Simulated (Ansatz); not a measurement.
## Ag in Ansatz: the effect of functional

Ag:

```
Ag
1.0
    -1.68813    1.68813    1.68813
     1.68813   -1.68813    1.68813
     1.68813    1.68813   -1.68813
Ag
1
Direct
  0.00000 0.00000 0.00000
```

This isn't the form of Ag at room conditions, which is fcc.

The cell isn't the ideal one: volume scaled by 1.06.

Alike in all runs:

```yaml
Program: Ansatz 0.2.0
Task: single point
Potentials_or_basis: Ansatz PAW
k_mesh: 11 × 11 × 11
Occupations: fermi-dirac, width 0.05 eV
Spin: no spin polarisation
```

```csv
functional,cutoff,pressure (GPa)
LDA,420 eV (not typed: the program's choice for these potentials),?
PBEsol,420 eV (not typed: the program's choice for these potentials),-10.8
r2SCAN,500 eV (not typed: the program's choice for these potentials),-7.7
```

Task: What does the run with functional LDA give?

Result: Pressure -14.6 GPa.

Caveats: the PAW data sets come from PBE, with cores solved anew for the run's functional, which leaves a small shift of forces and pressure.
